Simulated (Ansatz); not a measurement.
HfN:

```xyz
2
Lattice="0.0000 2.2560 2.2560 2.2560 0.0000 2.2560 2.2560 2.2560 0.0000" Properties=species:S:1:pos:R:3 pbc="T T T"
Hf    0.0000    0.0000    0.0000
N     2.2560    2.2560    2.2560
```

Base run:

* Program: Ansatz 0.2.0
* Functional: PBEsol
* Potentials or basis: all-electron LAPW, scalar-relativistic
* Cutoff: 343 eV (chosen from the basis error)
* Basis error allowed: 0.001 eV/atom
* k mesh: 10 × 10 × 10
* Occupations: fermi-dirac, width 0.05 eV
* Spin: no spin polarisation
* Hubbard terms: Hf d U = 2 eV

Its results: band gap on the k mesh none (metal or under the smearing width); pressure 0.9 GPa.

**Question.** The run is repeated on the same cell with these changes: hubbard terms from Hf d U = 2 eV to Hf d U = 6 eV. What comes out?

**Answer.** Band gap on the k mesh none (metal or under the smearing width); pressure 7.3 GPa.

Caveats: U is the effective U less J, on atomic orbitals that reach past the spheres; U without spin polarisation on a metal has little footing.
